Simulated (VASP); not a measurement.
A run of VASP 6.6.1 is set up as follows.

INCAR

```
SYSTEM = H
PREC     = Accurate       ! precision mode
ENCUT    = 520            ! plane-wave cutoff, eV
EDIFF    = 1E-6           ! SCF threshold, eV
ISMEAR   = 0              ! smearing method
SIGMA    = 0.02           ! smearing width, eV
LREAL    = .False.        ! projectors in reciprocal space
LASPH    = .True.         ! aspherical terms in the spheres
NELM     = 100            ! most SCF steps
ALGO     = Normal         ! electronic algorithm
ISIF     = 2              ! what is computed and relaxed
LWAVE    = .False.        ! write WAVECAR
LCHARG   = .True.         ! write CHGCAR
GGA      = PE             ! functional
LELF     = .True.         ! ELF
LVHAR    = .True.       
NBANDS   = 10             ! bands
```

The input KPOINTS:

```
regular mesh
0
Gamma
  8 8 4
  0 0 0
```

POSCAR

```
H
1.0
    1.6485318600     -2.7316882300      0.0000000000
    1.6485318600      2.7316882300      0.0000000000
    0.0000000000      0.0000000000      6.3137686200
H
4
Direct
    0.5678085000      0.4321915000      0.9995149500
    0.4321915000      0.5678085000      0.0004850500
    0.4321915000      0.5678085000      0.4995149500
    0.5678085000      0.4321915000      0.5004850500
```

Potentials or basis: VASP PAW PBE potentials, release 64 (H).

Run with:

```console
$ cat potpaw_PBE.64/H/POTCAR > POTCAR
$ mpirun -np 1 vasp_std > vasp.out
```

Task: Estimate the largest force.

Result: 0.305 eV/Å.

Task: What does it give for the pressure?

Result: 0.5 GPa.

Task: Estimate the band gap on the k mesh.

Result: 8.32 eV.

Stress tensor (GPa, compression positive):
```
0.11 0.00 0.00
0.00 1.27 0.00
0.00 0.00 0.07
```

A k mesh can miss the band edges. Expect the measured gap to be larger: semilocal functionals such as PBE lack the derivative discontinuity.
